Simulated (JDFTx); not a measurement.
Input of a JDFTx 1.7.0 (patched build) run:

TiCo.in

```
include TiCo.lattice
coords-type Lattice
include TiCo.ionpos

ion-species pseudo/Co.upf
ion-species pseudo/Ti.upf
elec-cutoff 48 384
elec-ex-corr gga-PBE
kpoint-folding 9 9 9
elec-smearing Fermi 0.0018374661
elec-n-bands 23
spintype z-spin
initial-magnetic-moments Co 2 Ti 1
elec-initial-magnetization 3 no
add-U Co d 0.220496 Ti d 0.220496
electronic-SCF nIterations 100 energyDiffThreshold 1e-09
electronic-minimize nIterations 30 energyDiffThreshold 1e-7
converge-empty-states yes
forces-output-coords Cartesian

dump-name run.$VAR
dump End Ecomponents EigStats BandEigs Kpoints Forces Stress RhoAtom
```

Contents of TiCo.lattice:

```
lattice \
    5.6429319488     0.0000000000     0.0000000000 \
    0.0000000000     5.6429319488     0.0000000000 \
    0.0000000000     0.0000000000     5.6429319488
```

The input TiCo.ionpos:

```
ion Co     0.5000000000     0.5000000000     0.5000000000 1
ion Ti     0.0000000000     0.0000000000     0.0000000000 1
```

Potentials or basis: PseudoDojo-SR-PBE-0.5-standard with smoothed tails.

The run is started by

```console
$ jdftx -c 1 -i TiCo.in -o TiCo.out
```

Q: What does it give for the site moments?

A: Co +1.98; Ti -2.42 μB.

Q: Predict the absolute moment.

A: 4.23 μB per cell.

Q: Estimate the net moment.

A: -0.62 μB per cell.

Q: What does it give for the pressure?

A: 39.0 GPa.

Eigenvalues of the final occupation matrices:
| site | spin | trace | eigenvalues |
| --- | --- | --- | --- |
| atom 1 Co | 1 | 4.92 | 0.98 0.98 0.98 0.99 0.99 |
| atom 1 Co | 2 | 3.08 | 0.14 0.14 0.94 0.94 0.94 |
| atom 2 Ti | 1 | 0.63 | 0.09 0.09 0.15 0.15 0.15 |
| atom 2 Ti | 2 | 3.15 | 0.53 0.53 0.53 0.78 0.78 |

Caveat: a pressure of tens of GPa on the cell as given is suspect, and the run, the potentials or the cell itself is likely at fault; the U is typed as a test and isn't derived for this compound. The state reached can hang on the start; a lower one may exist.
